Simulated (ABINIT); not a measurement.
Crystal: KMgF3.

```
CELL_PARAMETERS angstrom
3.98590 0.00000 0.00000
0.00000 3.98590 0.00000
0.00000 0.00000 3.98590
ATOMIC_POSITIONS crystal
K 0.50000 0.50000 0.50000
Mg 0.00000 0.00000 0.00000
F 0.00000 0.00000 0.50000
F 0.00000 0.50000 0.00000
F 0.50000 0.00000 0.00000
```

Base run:

* Program: ABINIT 10.8.3 (patched build)
* Functional: PBE
* Potentials or basis: PseudoDojo NC SR PBE v0.5 stringent
* Cutoff: 1034 eV
* k mesh: 5 × 5 × 5
* Occupations: fermi-dirac, width 0.05 eV
* Spin: no spin polarisation

Its results: band gap on the k mesh 7.42 eV, indirect (least direct gap 7.68 eV); pressure 2.9 GPa.

Q: After a change of settings the same cell gave: band gap on the k mesh 7.42 eV, indirect (least direct gap 7.68 eV); pressure 3.5 GPa. Which change was it?
A. potentials or basis from PseudoDojo NC SR PBE v0.5 stringent to PseudoDojo NC SR PBE v0.4.1 standard; cutoff from 1034 eV to 1088 eV
B. functional from PBE to PBEsol; potentials or basis from PseudoDojo NC SR PBE v0.5 stringent to PseudoDojo NC SR PBEsol v0.4.1 standard
C. functional from PBE to LDA; potentials or basis from PseudoDojo NC SR PBE v0.5 stringent to PseudoDojo NC SR LDA v0.4.1 standard; cutoff from 1034 eV to 1088 eV

A: A.

Caveats: an odd mesh through Γ misses points on the zone boundary, where band edges often lie.
